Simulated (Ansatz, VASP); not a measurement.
## Two plane-wave programs on Ta

File INCAR:

```
ALGO     = Normal         # electronic algorithm
EDIFF    = 1E-7           # SCF threshold, eV
ENCUT    = 520            # plane-wave cutoff, eV
GGA      = PS             # functional
ISIF     = 2              # what is computed and relaxed
ISMEAR   = -1             # smearing method
LASPH    = True           # aspherical terms in the spheres
LCHARG   = False          # write CHGCAR
LREAL    = False          # projectors in reciprocal space
LWAVE    = False          # write WAVECAR
NBANDS   = 18             # bands
NELM     = 100            # most SCF steps
PREC     = Accurate       # precision mode
SIGMA    = 0.05           # smearing width, eV
```

Contents of KPOINTS:

```
k-points
0
Gamma
  11 11 5
```

File POSCAR:

```
Ta
1.0
    2.9003720726      0.0000000000      0.0000000000
   -1.4501860363      2.5117958953      0.0000000000
    0.0000000000      0.0000000000      5.1662740000
Ta
2
Direct
    0.3303170000      0.6724740000      0.2428560000
    0.6626000000      0.3249700000      0.7592610000
```

input.yaml

```yaml
crystal:
  lattice:
    - [2.9003720726, 0.0, 0.0]
    - [-1.4501860363, 2.5117958953, 0.0]
    - [0.0, 0.0, 5.166274]
  atoms:
    - { symbol: Ta, position: [0.330317, 0.672474, 0.242856] }
    - { symbol: Ta, position: [0.6626, 0.32497, 0.759261] }
hamiltonian:
  xc: pbesol
  pseudopotentials: { kind: paw }
kpoints:
  mp_grid: { grid: [11, 11, 5] }
scf:
  occupations: { method: fermi_dirac, width: 0.05 }
output:
  forces: true
  stress: true
  eigenvalues: true
```

Change from the starting cell: atoms moved at random, drawn with an rms of 0.05 Å.

Alike in both runs: task single point; functional PBEsol; k mesh 11 × 11 × 5; occupations fermi-dirac, width 0.05 eV; no spin polarisation.

|  | VASP | Ansatz |
| --- | --- | --- |
| version | VASP 6.6.1 | Ansatz 0.2.0 |
| potentials or method | VASP PAW PBE potentials, release 64 (Ta_pv) | Ansatz PAW |
| plane-wave cutoff (eV) | 520 | 420 |
| valence electrons in the cell | 22 | 26 |

|  | VASP | Ansatz | Ansatz less VASP |
| --- | --- | --- | --- |
| gap on the k mesh at the Fermi level (eV) | none | none | - |
| pressure (GPa) | -6.7 | -6.8 | -0.09 |
| largest component of the traceless stress (GPa) | 1.59 | 1.59 | -0.003 |
| rms of the force components (eV/Å) | 0.515 | 0.516 | +0.0007 |

Atom by atom the forces differ by 0.001 eV/Å (rms over components). A gap of «none» marks a metal or a gap that the smearing closes. The two sets of potentials don't hold the same shells in valence.

Caveats: the PAW data sets were made with another functional, which shifts forces and pressure a little (VASP); the PAW data sets come from PBE, with cores solved anew for the run's functional, which leaves a small shift of forces and pressure (Ansatz). The runs have no spin-orbit coupling, so splittings on Ta are missing.
